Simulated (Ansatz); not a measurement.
# MoP: the cost of one run

Computed with Ansatz 0.2.0 (DFT PBE, scalar-relativistic, plane waves, PAW, unless a step's input says otherwise).

### Step 1. The structure to begin with

It takes space group P-6m2 (No. 187, hexagonal). Conventional cell: a = 3.240 Å, b = 3.240 Å, c = 3.196 Å, α = 90.00°, β = 90.00°, γ = 120.00°. Mo (site symmetry -6m2) has 6 P at 2.46 Å as nearest neighbours. Around P (site symmetry -6m2) lie 6 Mo at 2.46 Å.

Structure file:

```
CELL_PARAMETERS angstrom
3.24046 0.00000 0.00000
-1.62023 2.80632 0.00000
0.00000 0.00000 3.19589
ATOMIC_POSITIONS crystal
Mo 0.00000 0.00000 0.50000
P 0.33333 0.66667 0.00000
```

The cell was relaxed beforehand at this level, from a distorted copy of a database structure. At a tolerance of 0.05 Å it has space group P-6m2 (No. 187); it has 14.53 Å³/atom, an uncorrected energy of -0.69 eV/atom over the elements.

### Step 2. Static run: bands, density of states and charges

Input file input.yaml:

```yaml
crystal:
  lattice:
    - [3.2404598317, 0.0, 0.0]
    - [-1.6202299158, 2.8063205342, 0.0]
    - [0.0, 0.0, 3.1958901029]
  atoms:
    - { symbol: Mo, position: [0.0, 0.0, 0.5] }
    - { symbol: P, position: [0.3333333333, 0.6666666667, 0.0] }
basis:
  ecutwfc: 420
kpoints:
  mp_grid: { grid: [21, 21, 18] }
  band_path:
    path:
      - [[0.0, 0.0, 0.0], [0.5, 0.0, 0.0], [0.33333333, 0.33333333, 0.0], [0.0, 0.0, 0.0], [0.0, 0.0, 0.5], [0.5, 0.0, 0.5], [0.33333333, 0.33333333, 0.5], [0.0, 0.0, 0.5]]
      - [[0.5, 0.0, 0.5], [0.5, 0.0, 0.0]]
      - [[0.33333333, 0.33333333, 0.5], [0.33333333, 0.33333333, 0.0]]
    npoints: 14
hamiltonian:
  xc: pbe
scf:
  occupations: { method: gaussian, width: 0.1 }
  n_extra_bands: 6
output:
  forces: true
  stress: true
  eigenvalues: true
  populations: true
  dos: { projected: true, de: 0.02, nscf_kmesh: { grid: [26, 26, 22] } }
  bader: true
  write_density: true
  write_potential: true
  elf: true
  volumetric_format: npy
```

The run is started by

```sh
> ansatz run input.yaml --threads 1 --pin off --max-ram 2048MiB --backend cpu --events-out ev --progress --plain --runs-dir out
```

What time and memory should one allow on 1 thread of Arm Neoverse V2, shared host?

About 56 s, with a peak of 0.51 GiB.
